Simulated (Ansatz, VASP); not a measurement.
**SnSe in VASP and in Ansatz**

Contents of POSCAR:

```
SnSe
1.0
    0.0000000000      2.9693193375      2.9693193375
    2.9693193375      0.0000000000      2.9693193375
    2.9693193375      2.9693193375      0.0000000000
Sn Se
1 1
Direct
    0.0000000000      0.0000000000      0.0000000000
    0.5000000000      0.5000000000      0.5000000000
```

Contents of INCAR.step1:

```
SYSTEM = SnSe
PREC = Accurate
ENCUT = 520
ISMEAR = -1
SIGMA = 0.05
LREAL = .False.
LASPH = .True.
NELM = 100
NBANDS = 17
GGA = PE
ALGO = Normal
EDIFF = 1E-4
LWAVE = .True.
LCHARG = .False.
```

INCAR.step2

```
SYSTEM = SnSe
PREC = Accurate
ENCUT = 520
EDIFF = 1E-7
ISMEAR = -1
SIGMA = 0.05
LREAL = .False.
LASPH = .True.
NELM = 100
ALGO = Normal
ISIF = 2
LWAVE = .False.
LCHARG = .False.
METAGGA = R2SCAN
LMIXTAU = .True.
IVDW = 13
VDW_S6 = 1.0
VDW_S8 = 0.6018749
VDW_A1 = 0.51559235
VDW_A2 = 5.77342911
NBANDS = 17
ISTART = 1
```

KPOINTS

```
regular mesh
0
Gamma
  8 8 8
  0 0 0
```

File input.yaml:

```yaml
crystal:
  lattice:
    - [0.0, 2.9693193375, 2.9693193375]
    - [2.9693193375, 0.0, 2.9693193375]
    - [2.9693193375, 2.9693193375, 0.0]
  atoms:
    - { symbol: Sn, position: [0.0, 0.0, 0.0] }
    - { symbol: Se, position: [0.5, 0.5, 0.5] }
hamiltonian:
  xc: r2scan
  pseudopotentials: { kind: paw }
  dispersion: d4
kpoints:
  mp_grid: { grid: [8, 8, 8] }
scf:
  occupations: { method: fermi_dirac, width: 0.05 }
output:
  forces: true
  stress: true
  eigenvalues: true
  write_density: true
  write_potential: true
  elf: true
  volumetric_format: npy
```

Measurements of this composition are mostly on another form, of space group No. 62.

Alike in both runs: task single point; functional r2SCAN; dispersion D4; k mesh 8 × 8 × 8; occupations fermi-dirac, width 0.05 eV; no spin polarisation.

|  | VASP | Ansatz |
| --- | --- | --- |
| version | VASP 6.6.1 | Ansatz 0.2.0 |
| potentials or method | VASP PAW PBE potentials, release 64 (Sn_d, Se) | Ansatz PAW |
| plane-wave cutoff (eV) | 520 | 500 |
| valence electrons in the cell | 20 | 30 |

VASP gave:

| Property | Result |
| --- | --- |
| gap on the k mesh at the Fermi level (eV) | 0.65 |
| least direct gap on the mesh (eV) | 0.65 |
| pressure (GPa) | 1.4 |
| dispersion energy (meV/atom) | -138.2 |

**Question.** Estimate Ansatz's values.

**Answer.** gap on the k mesh at the Fermi level (eV): 0.65; least direct gap on the mesh (eV): 0.65; pressure (GPa): 1.4; dispersion energy (meV/atom): -138.4.

The two sets of potentials don't hold the same shells in valence.

Caveats: spin-orbit coupling is left out, which moves the levels of the heavy elements; the PAW data sets were made with another functional, which shifts forces and pressure a little (VASP); the PAW data sets come from PBE, with cores solved anew for the run's functional, which leaves a small shift of forces and pressure (Ansatz). A k mesh can miss the band edges.
